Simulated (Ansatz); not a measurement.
**Point defect: Al interstitial in AlP**

All numbers below come from Ansatz, DFT PBE, scalar-relativistic, plane waves, PAW. (420 eV cutoff, 2×2×2 k-mesh, shifted by half a step, Gaussian smearing of 0.01 eV, collinear spin in charge 0, +2 alone)

Host crystal, relaxed:

```xyz
2
Lattice="0.0000 2.7537 2.7537 2.7537 0.0000 2.7537 2.7537 2.7537 0.0000" Properties=species:S:1:pos:R:3 pbc="T T T"
Al    0.0000    0.0000    0.0000
P     4.1305    4.1305    4.1305
```

Supercell of 32 atoms, rows in host cell vectors: -1 -1 3; -1 -1 -1; 3 -1 -1. Atoms relax at the host's cell from a start displaced at random by 0.06 Å near the defect, so other minima may exist. The cell is small, so energies carry finite-size errors of tenths of an eV. The host's Kohn–Sham gap is 1.63 eV. Atoms are taken from and returned to the elements' standard states. Charged cells are corrected for image charges with the computed static dielectric tensor (mean 10.4) and aligned with the host's potential at far atoms (alignment terms reach 0.54 eV; the program doubts the alignment in some charges, where it is up to 0.54 eV). No band-filling term is added, and the Fermi level counts from the host's valence band top.

Defect: Al interstitial set at (0.500, 0.500, 0.500) of the host cell. Before relaxation its nearest neighbours are 4 P at 2.38 Å, 6 Al at 2.75 Å.

| charge | E_f at the valence band top (eV) | over the neutral state (eV) | moment (μB) | largest move (Å) | atoms near the site |
| --- | --- | --- | --- | --- | --- |
| +3 | 0.57 | -3.35 | 0.00 | 0.14 | 4 P at 2.37 Å, 6 Al at 2.90 Å |
| +2 | 1.18 | -2.74 | 0.50 | 0.13 | 4 P at 2.39 Å, 6 Al at 2.88 Å |
| +1 | 2.21 | -1.71 | 0.00 | 0.11 | 4 P at 2.41 Å, 2 Al at 2.86 Å, 4 Al at 2.87 Å |
| 0 | 3.92 | 0.00 | 0.50 | 0.10 | 4 P at 2.43 Å, 6 Al at 2.85 Å |

Among the charges computed the stable one is +3 at the valence band top, changing to +2 at 0.61 eV, changing to +1 at 1.03 eV. In charge 0 the extra carrier would gain by moving to a band edge of the host, so it isn't bound in the gap, though by less than the errors named above. In charge +2, 0 the cell has partly filled bands: a level of the defect may be part filled, the carrier may sit in the host's bands, or levels may cross between the k points, so transitions that involve it are doubtful. Other sites of the defect weren't tried. Fractional moments come from partly filled bands of the small cell.